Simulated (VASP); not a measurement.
# CdF3 (Fm-3m) in VASP: reference runs

Aim: a first look at CdF3 with PBE, on the cell as given.

Program: VASP 6.6.1. These are calculated values, not measurements. Logs are shortened: lines on timing, memory, paths and dates and some standing lists are left out, and cuts for length are marked.

### 1 The structure

It takes space group Fm-3m (No. 225, cubic). The conventional cell has a = 6.792 Å, b = 6.792 Å, c = 6.792 Å, α = 90.00°, β = 90.00°, γ = 90.00°. Cd (site symmetry m-3m) has 8 F at 2.94 Å as nearest neighbours. F (site symmetry -43m) is surrounded by 4 Cd at 2.94 Å and 4 F at 2.94 Å. F (site symmetry m-3m) has 8 F at 2.94 Å as nearest neighbours.

The cell was built by a generator and needn't be a form met in nature.

### 2 Single point, PBE

Input file INCAR:

```
SYSTEM = CdF3
ALGO = Normal
EDIFF = 1E-7
ENCUT = 520
GGA = PE
ISIF = 2
ISMEAR = -1
LASPH = .TRUE.
LCHARG = .TRUE.
LELF = .TRUE.
LREAL = .FALSE.
LVHAR = .TRUE.
LWAVE = .FALSE.
NBANDS = 24
NELM = 60
PREC = Accurate
SIGMA = 0.05
```

Input file KPOINTS:

```
k-points
0
G
  7 7 7
  0 0 0
```

Input file POSCAR:

```
CdF3
1.0
    0.0000000000      3.3959799100      3.3959799100
    3.3959799100      0.0000000000      3.3959799100
    3.3959799100      3.3959799100      0.0000000000
Cd F
1 3
Direct
    0.0000000000      0.0000000000      0.0000000000
    0.2500000000      0.2500000000      0.2500000000
    0.7500000000      0.7500000000      0.7500000000
    0.5000000000      0.5000000000      0.5000000000
```

Potentials or basis: VASP PAW PBE potentials, release 64 (Cd, F).

The run is started by

```console
> cat potpaw_PBE.64/Cd/POTCAR potpaw_PBE.64/F/POTCAR > POTCAR
> mpirun -np 1 vasp_std > vasp.out
```

OUTCAR:

```text
SYSTEM = CdF3
   EDIFF = 1E-7
   ENCUT = 520
   GGA = PE
   ISIF = 2
   ISMEAR = -1
   LASPH = .TRUE.
   LREAL = .FALSE.
   NELM = 60
   PREC = Accurate

 ion  position               nearest neighbor table
   1  0.000  0.000  0.000-
   2  0.250  0.250  0.250-
   3  0.750  0.750  0.750-
   4  0.500  0.500  0.500-

  LATTYP: Found a face centered cubic cell.
 ALAT       =     6.7919598200

  Lattice vectors:

 A1 = (   0.0000000000,   3.3959799100,   3.3959799100)
 A2 = (   3.3959799100,   0.0000000000,   3.3959799100)
 A3 = (   3.3959799100,   3.3959799100,   0.0000000000)

Analysis of symmetry for initial positions (statically):
=====================================================================
 Subroutine PRICEL returns:
 Original cell was already a primitive cell.

 Routine SETGRP: Setting up the symmetry group for a
 face centered cubic supercell.

 Subroutine GETGRP returns: Found 48 space group operations
 (whereof 48 operations were pure point group operations)
 out of a pool of 48 trial point group operations.

The static configuration has the point symmetry O_h .

Analysis of symmetry for dynamics (positions and initial velocities):
=====================================================================
 Subroutine PRICEL returns:
 Original cell was already a primitive cell.

 Routine SETGRP: Setting up the symmetry group for a
 face centered cubic supercell.

 Subroutine GETGRP returns: Found 48 space group operations
 (whereof 48 operations were pure point group operations)
 out of a pool of 48 trial point group operations.

The dynamic configuration has the point symmetry O_h .

 Subroutine INISYM returns: Found 48 space group operations
 (whereof 48 operations are pure point group operations),
 and found     1 'primitive' translations

----------------------------------------------------------------------------------------

                                     Primitive cell

  volume of cell :      78.3295

  direct lattice vectors                    reciprocal lattice vectors
     0.000000000  3.395979910  3.395979910    -0.147232909  0.147232909  0.147232909
[... 79 lines left out ...]
   ISPIN  =      1    spin polarized calculation?
   LNONCOLLINEAR =      F non collinear calculations
   LSORBIT =      F    spin-orbit coupling
   LASPH  =      T    aspherical Exc in radial PAW
   ENCUT  =  520.0 eV  38.22 Ry    6.18 a.u.   8.93  8.93  8.93*2*pi/ulx,y,z
   NELM   =     60;   NELMIN=  2; NELMDL= -5     # of ELM steps
   EDIFF  = 0.1E-06   stopping-criterion for ELM
   LREAL  =      F    real-space projection
   EDIFFG = 0.1E-05   stopping-criterion for IOM
   NSW    =      0    number of steps for IOM
   IBRION =     -1    ionic relax: 0-MD 1-quasi-New 2-CG
   NFREE  =      0    steps in history (QN), initial steepest desc. (CG)
   ISIF   =      2    stress and relaxation
   ISYM   =      2    0-nonsym 1-usesym 2-fastsym
   POTIM  = 0.5000    time-step for ionic-motion
   TEBEG  =    0.0;   TEEND  =   0.0 temperature during run
   PSTRESS=    0.0 pullay stress
   NELECT =      33.0000    total number of electrons
   NUPDOWN=      -1.0000    fix difference up-down
   EMIN   =  10.00;   EMAX   =-10.00  energy-range for DOS
   EFERMI =   0.00;   METHOD = LEGACY
   ISMEAR =    -1;   SIGMA  =   0.05  broadening in eV -4-tet -1-fermi 0-gaus
   EFERMI_NEDOS =   21; number of points for ismear=-14 and -15
   IALGO  =     38    algorithm
   IMIX   =      4    mixing-type and parameters
     AMIX     =   0.40;   BMIX     =  1.00
     AMIX_MAG =   1.60;   BMIX_MAG =  1.00
  volume/ion in A,a.u.               =      19.58       132.15
  Fermi-wavevector in a.u.,A,eV,Ry     =   1.227263  2.319191 20.492753  1.506175
  Thomas-Fermi vector in A             =   2.362233
   LORBIT       =      0    0 simple, 1 ext, 2 COOP (PROOUT), +10 PAW based schemes
   GGA     = PE    functional components
   LHFCALC =     F    Hartree Fock is set to
   AEXX    =    0.0000 exact exchange contribution
   IVDW    =     0    specifies the selected vdW correction
   LEPSILON=     F    determine dielectric tensor
   LRPA    =     F    only Hartree local field effects (RPA)
 non-spin polarized calculation
  energy-cutoff  :      520.00
  volume of cell :       78.33
 maximum number of plane-waves:      2129
   NGX = 17   NGY = 17   NGZ = 17

 number of electron      33.0000034 magnetization

 Free energy of the ion-electron system (eV)
  ---------------------------------------------------
  ext. energy  EPLUGINS =         0.00000000
  ---------------------------------------------------
  free energy    TOTEN  =        -9.24991067 eV

  energy without entropy =       -9.13477650  energy(sigma->0) =       -9.19234358

 E-fermi :  -3.9982     XC(G=0):  -8.2738

 val. band max:       -4.0180779276   @ k =   0.4286   0.2857   0.0000
 cond. band min:      -2.7450436714   @ k =   0.0000   0.0000   0.0000
 fundamental gap:      1.2730342563
 Fermi energy:        -3.9981638602

 k-point     1 :       0.0000    0.0000    0.0000
  band No.  band energies     occupation
      1     -23.3861      2.00000
      2     -23.0869      2.00000
      3     -22.9638      2.00000
      4     -10.4527      2.00000
      5     -10.4527      2.00000
      6     -10.4527      2.00000
[... 529 lines left out ...]
     23      11.1844      0.00000
     24      11.9345      0.00000

------------------------ aborting loop because EDIFF is reached ----------------------------------------

  FORCE on cell =-STRESS in cart. coord.  units (eV):
  Direction    XX          YY          ZZ          XY          YZ          ZX
  --------------------------------------------------------------------------------------
  -------------------------------------------------------------------------------------
  Total       -6.2775396     -6.2775396     -6.2775396      0.0000000      0.0000000      0.0000000
  in kB     -128.4028632   -128.4028632   -128.4028632      0.0000000      0.0000000      0.0000000
  external PRESSURE =    -128.4028632 kB  Pullay stress =       0.0000000 kB

 VOLUME and BASIS-vectors are now :
 -----------------------------------------------------------------------------
  energy-cutoff  :      520.00
  volume of cell :       78.33
      direct lattice vectors                 reciprocal lattice vectors
     0.000000000  3.395979910  3.395979910    -0.147232909  0.147232909  0.147232909
     3.395979910  0.000000000  3.395979910     0.147232909 -0.147232909  0.147232909
     3.395979910  3.395979910  0.000000000     0.147232909  0.147232909 -0.147232909

 POSITION                                       TOTAL-FORCE (eV/Angst)
 -----------------------------------------------------------------------------------
      0.00000      0.00000      0.00000        -0.000000     -0.000000     -0.000000
      1.69799      1.69799      1.69799        -0.000000     -0.000000     -0.000000
      5.09397      5.09397      5.09397         0.000000      0.000000      0.000000
      3.39598      3.39598      3.39598        -0.000000     -0.000000     -0.000000
 -----------------------------------------------------------------------------------
    total drift:                                0.000000      0.000000      0.000000

  FREE ENERGIE OF THE ION-ELECTRON SYSTEM (eV)
  ---------------------------------------------------
  free  energy   TOTEN  =        -9.2499106655 eV

  energy  without entropy=       -9.1347764990  energy(sigma->0) =       -9.19234358
```

OSZICAR:

```text
N       E                     dE             d eps       ncg     rms          rms(c)
DAV:   1     0.239092043100E+03    0.23909E+03   -0.17598E+04   968   0.127E+03
DAV:   2     0.596240174862E+00   -0.23850E+03   -0.22129E+03  1072   0.326E+02
DAV:   3    -0.124209928674E+02   -0.13017E+02   -0.12696E+02  1096   0.817E+01
DAV:   4    -0.124937492777E+02   -0.72756E-01   -0.72738E-01  1160   0.655E+00
DAV:   5    -0.124940764797E+02   -0.32720E-03   -0.32720E-03  1112   0.409E-01    0.824E+00
DAV:   6    -0.947617396855E+01    0.30179E+01   -0.67399E+00  1240   0.514E+01    0.488E+00
DAV:   7    -0.945070939837E+01    0.25465E-01   -0.16364E+00   992   0.887E+00    0.378E+00
DAV:   8    -0.939592605092E+01    0.54783E-01   -0.91400E-01  1112   0.415E+00    0.378E+00
DAV:   9    -0.926733178403E+01    0.12859E+00   -0.69820E-01   976   0.552E+00    0.144E+00
DAV:  10    -0.924974541736E+01    0.17586E-01   -0.88681E-02  1096   0.192E+00    0.381E-01
DAV:  11    -0.924988361091E+01   -0.13819E-03   -0.24737E-03  1032   0.407E-01    0.217E-01
DAV:  12    -0.924996821131E+01   -0.84600E-04   -0.73173E-04  1088   0.220E-01    0.899E-02
DAV:  13    -0.924990807802E+01    0.60133E-04   -0.25678E-04  1200   0.102E-01    0.120E-02
DAV:  14    -0.924991286057E+01   -0.47826E-05   -0.15125E-05  1032   0.258E-02    0.157E-02
DAV:  15    -0.924991060201E+01    0.22586E-05   -0.80966E-06  1168   0.180E-02    0.735E-04
DAV:  16    -0.924991066552E+01   -0.63511E-07   -0.27753E-07  1032   0.365E-03
   1 F= -.92499107E+01 E0= -.91923436E+01  d E =-.115134E+00
```

stdout:

```text
POSCAR found type information on POSCAR CdF
 POSCAR found :  2 types and       4 ions
 scaLAPACK will be used
 LDA part: xc-table for (Slater+PW92), standard interpolation
 POSCAR, INCAR and KPOINTS ok, starting setup
 FFT: planning ... GRIDC
 FFT: planning ... GRID_SOFT
 FFT: planning ... GRID
 WAVECAR not read
 entering main loop
```

Run time: 47 s. Hardware: 1 thread of AMD EPYC 7R43 (Zen 3), shared host; peak memory 0.17 GiB.

Results:

```
Free energy            : -9.2499 eV
Pressure               : -12.8 GPa
Band gap on the k mesh : none (metal or under the smearing width)
```

Caveat: an odd number of electrons without spin polarisation forces a metal; a magnetic or distorted state may lie lower.
